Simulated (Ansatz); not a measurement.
# Phases of Si2Mo at 28 GPa

Structure types of Si2Mo are relaxed in primitive cells with their symmetry kept at 28 GPa, first on PAW files, then by LAPW. The enthalpy is E + pV at zero temperature, without zero-point motion. Only the types listed were tried, and differences under about 5 meV/atom are mesh noise. The real phase may be another.

Level of theory: DFT with PBE, scalar-relativistic, in Ansatz 0.2.0; Fermi–Dirac smearing of 0.05 eV, no spin polarisation. LAPW: all electrons, basis error target 0.5 meV/atom; PAW: frozen-core files, cutoff 420 eV.

k meshes: MoSi2 15×15×15, fluorite 10×10×10, AlB2 9×9×7.

Question: Which type is lowest in enthalpy, and by how much?

Answer: MoSi2, 700 meV/atom below AlB2. The whole table:

| start type | ends as | a, b, c (Å) | V (Å³/atom) | H − H(lowest), LAPW (meV/atom) | same, PAW |
| --- | --- | --- | --- | --- | --- |
| MoSi2 | MoSi2, I4/mmm | 3.095, 3.095, 7.635 | 12.19 | 0.0 | 0.0 |
| fluorite | fluorite, Fm-3m | 5.560, 5.560, 5.560 | 14.32 | 1279.5 | 1278.9 |
| AlB2 | AlB2, P6/mmm | 4.115, 4.115, 2.529 | 12.36 | 699.7 | 700.7 |

Question: Split the lead of MoSi2 over AlB2 into energy and pV.

Answer: For AlB2 less MoSi2: ΔE = +669.4 meV/atom, and p·ΔV = 28 GPa × +0.1739 Å³ × 6.242 meV/(GPa·Å³) = +30.4 meV/atom, together 699.8 meV/atom. MoSi2 wins on both counts.
